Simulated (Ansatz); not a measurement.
We consider rutile GeO₂, described by rVV10 in Ansatz (PAW).

Numerical settings: plane-wave cutoff 520 eV, 8×8×12 k mesh (along the axes of the cell as run), Fermi–Dirac smearing 0.01 eV, scalar-relativistic PAW data made under PBE.

Equation-of-state points:

```
V (Å³/atom)  E − E_lowest (meV/atom)  P (GPa)
-----------  -----------------------  -------
9.484                          10.61     9.01
9.681                           2.53     4.20
9.879                           0.00     0.01
10.076                          2.29    -3.62
10.274                          8.71    -6.72
```

### Question
Estimate the bulk modulus from the pressures at 9.681 and 10.076 Å³/atom, and compare it with a fit to all energies.

### Answer
B = −V dP/dV. Between V = 9.681 and 10.076 Å³/atom, dP/dV = (-3.62 − (4.20))/(10.076 − 9.681) = -19.8 GPa per Å³/atom; at the midpoint 9.878 Å³/atom this gives B ≈ 196 GPa. The third-order Birch–Murnaghan fit gives V0 = 9.879 Å³/atom, B0 = 194 GPa, B′ = 6.3, which lies within 1 % of that estimate.

Shape and atoms are relaxed at each volume.

Measured, for comparison: bulk modulus 251 GPa (room temperature, not corrected to a static lattice, from measured elastic constants; as tabulated in Sevik and Bulutay (2007), arXiv:cond-mat/0610176). Computed (rounded) less measured: bulk modulus -23 %.

Note: the bulk modulus comes from volumes at which shape and atoms were relaxed.

The computed numbers hold no vibrational or temperature effects.

The result took roughly 4 core-minutes.

Ansatz is a quantum-chemistry and plane-wave program.
